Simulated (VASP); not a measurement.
# Sb (R-3m) in VASP: settings compared, part 2 of 2

VASP 6.6.1.

**9. Equation of state, PBEsol, 28.39 Å³/atom (volume scaled by 0.94)**

The input, INCAR:

```
PREC = Accurate ; ENCUT = 520
EDIFF = 1E-7 ; ISMEAR = -1
SIGMA = 0.05 ; LREAL = F
LASPH = T ; NELM = 100
ALGO = Normal ; ISIF = 2
LWAVE = F ; LCHARG = F
GGA = PS ; NBANDS = 12
```

The input, KPOINTS:

```
regular mesh
0
Gamma
  8 8 8
```

The input, POSCAR:

```
Sb
1.0
    2.1102243954      1.2183386227      3.6812845966
   -2.1102243954      1.2183386227      3.6812845966
    0.0000000000     -2.4366772455      3.6812845966
Sb
2
Direct
    0.7665100000      0.7665100000      0.7665100000
    0.2334900000      0.2334900000      0.2334900000
```

Potentials or basis: VASP PAW PBE potentials, release 64 (Sb).

On the command line:

```console
$ cat potpaw_PBE.64/Sb/POTCAR > POTCAR
$ mpirun -np 1 vasp_std > vasp.out
```

Wall time 44 s (1 thread of Intel Xeon Platinum 8488C (Sapphire Rapids), shared host); peak memory 0.21 GiB.

The run converged. Its results:

| Quantity | Value |
| --- | --- |
| Free energy | -9.0697 eV |
| Pressure | 4.4 GPa |
| Largest force | 0.523 eV/Å |
| Band gap on the k mesh | none (metal or under the smearing width) |

Caveat: the PAW data sets were made with another functional, which shifts forces and pressure a little.

**10. Equation of state, PBEsol, 29.00 Å³/atom (volume scaled by 0.96)**

INCAR is that of step 9.

KPOINTS is that of step 9.

The input, POSCAR:

```
Sb
1.0
    2.1250856202      1.2269187549      3.7072099901
   -2.1250856202      1.2269187549      3.7072099901
    0.0000000000     -2.4538375098      3.7072099901
Sb
2
Direct
    0.7665100000      0.7665100000      0.7665100000
    0.2334900000      0.2334900000      0.2334900000
```

On the command line:

```console
$ cat potpaw_PBE.64/Sb/POTCAR > POTCAR
$ mpirun -np 1 vasp_std > vasp.out
```

It took 50 s on 1 thread of Intel Xeon Platinum 8488C (Sapphire Rapids), shared host; peak memory 0.21 GiB.

Results (log left out):

```yaml
Free_energy: -9.0969 eV
Pressure: 2.8 GPa
Largest_force: 0.392 eV/Å
Band_gap_on_the_k_mesh: none (metal or under the smearing width)
```

Caveat: the PAW data sets were made with another functional, which shifts forces and pressure a little.

**11. Equation of state, PBEsol, 29.60 Å³/atom (volume scaled by 0.98)**

INCAR is that of step 10.

KPOINTS is that of step 10.

The input, POSCAR:

```
Sb
1.0
    2.1397418462      1.2353805309      3.7327777635
   -2.1397418462      1.2353805309      3.7327777635
    0.0000000000     -2.4707610619      3.7327777635
Sb
2
Direct
    0.7665100000      0.7665100000      0.7665100000
    0.2334900000      0.2334900000      0.2334900000
```

On the command line:

```console
$ cat potpaw_PBE.64/Sb/POTCAR > POTCAR
$ mpirun -np 1 vasp_std > vasp.out
```

Run time: 45 s. Hardware: 1 thread of Intel Xeon Platinum 8488C (Sapphire Rapids), shared host; peak memory 0.21 GiB.

It converged, with:

```yaml
Free_energy: -9.1130 eV
Pressure: 1.4 GPa
Largest_force: 0.270 eV/Å
Band_gap_on_the_k_mesh: none (metal or under the smearing width)
```

Caveat: the PAW data sets were made with another functional, which shifts forces and pressure a little.

**12. Equation of state, PBEsol, 30.81 Å³/atom (volume scaled by 1.02)**

INCAR is that of step 11.

KPOINTS is that of step 11.

The input, POSCAR:

```
Sb
1.0
    2.1684666409      1.2519647989      3.7828881425
   -2.1684666409      1.2519647989      3.7828881425
    0.0000000000     -2.5039295978      3.7828881425
Sb
2
Direct
    0.7665100000      0.7665100000      0.7665100000
    0.2334900000      0.2334900000      0.2334900000
```

Potentials or basis: VASP PAW PBE potentials, release 64 (Sb).

On the command line:

```console
$ cat potpaw_PBE.64/Sb/POTCAR > POTCAR
$ mpirun -np 1 vasp_std > vasp.out
```

Run time: 46 s. Hardware: 1 thread of Intel Xeon Platinum 8488C (Sapphire Rapids), shared host; peak memory 0.22 GiB.

It converged, with:

| Item | Value |
| --- | --- |
| Free energy | -9.1163 eV |
| Pressure | -0.9 GPa |
| Largest force | 0.052 eV/Å |
| Band gap on the k mesh | none (metal or under the smearing width) |

Caveat: the PAW data sets were made with another functional, which shifts forces and pressure a little.

**13. Equation of state, PBEsol, 31.41 Å³/atom (volume scaled by 1.04)**

INCAR is that of step 12.

KPOINTS is that of step 12.

The input, POSCAR:

```
Sb
1.0
    2.1825479877      1.2600946682      3.8074530396
   -2.1825479877      1.2600946682      3.8074530396
    0.0000000000     -2.5201893365      3.8074530396
Sb
2
Direct
    0.7665100000      0.7665100000      0.7665100000
    0.2334900000      0.2334900000      0.2334900000
```

On the command line:

```console
$ cat potpaw_PBE.64/Sb/POTCAR > POTCAR
$ mpirun -np 1 vasp_std > vasp.out
```

It took 54 s on 1 thread of Intel Xeon Platinum 8488C (Sapphire Rapids), shared host; peak memory 0.22 GiB.

It converged, with:

```
Free energy            : -9.1056 eV
Pressure               : -1.9 GPa
Largest force          : 0.046 eV/Å
Band gap on the k mesh : none (metal or under the smearing width)
```

Caveat: the PAW data sets were made with another functional, which shifts forces and pressure a little.

**14. Equation of state, PBEsol, 32.02 Å³/atom (volume scaled by 1.06)**

INCAR is that of step 13.

KPOINTS is that of step 13.

The input, POSCAR:

```
Sb
1.0
    2.1964499421      1.2681209653      3.8317049867
   -2.1964499421      1.2681209653      3.8317049867
    0.0000000000     -2.5362419306      3.8317049867
Sb
2
Direct
    0.7665100000      0.7665100000      0.7665100000
    0.2334900000      0.2334900000      0.2334900000
```

On the command line:

```console
$ cat potpaw_PBE.64/Sb/POTCAR > POTCAR
$ mpirun -np 1 vasp_std > vasp.out
```

Wall time 45 s (1 thread of Intel Xeon Platinum 8488C (Sapphire Rapids), shared host); peak memory 0.23 GiB.

It converged, with:

- Free energy: -9.0877 eV
- Pressure: -2.8 GPa
- Largest force: 0.136 eV/Å
- Band gap on the k mesh: none (metal or under the smearing width)

Caveat: the PAW data sets were made with another functional, which shifts forces and pressure a little.

**15. Equation of state, PBEsol**

Potentials or basis: VASP PAW PBE potentials, release 64 (Sb).

This step only gathers the single runs of the series.

Results:

* Equilibrium volume: 30.31 Å³/atom
* Bulk modulus at fixed shape and positions: 58 GPa
* Pressure derivative of the bulk modulus: 4.6

Energy against volume, from the lowest point:
| volume (Å³/atom) | energy (meV/atom) |
| --- | --- |
| 28.393 | 24.72 |
| 28.998 | 11.10 |
| 29.602 | 3.06 |
| 30.206 | 0.00 |
| 30.810 | 1.39 |
| 31.414 | 6.75 |
| 32.018 | 15.67 |

Caveat: the cell was scaled at fixed shape and fractional positions, which overstates the stiffness of a crystal with free parameters, most of all of layers and chains; the PAW data sets were made with another functional, which shifts forces and pressure a little.
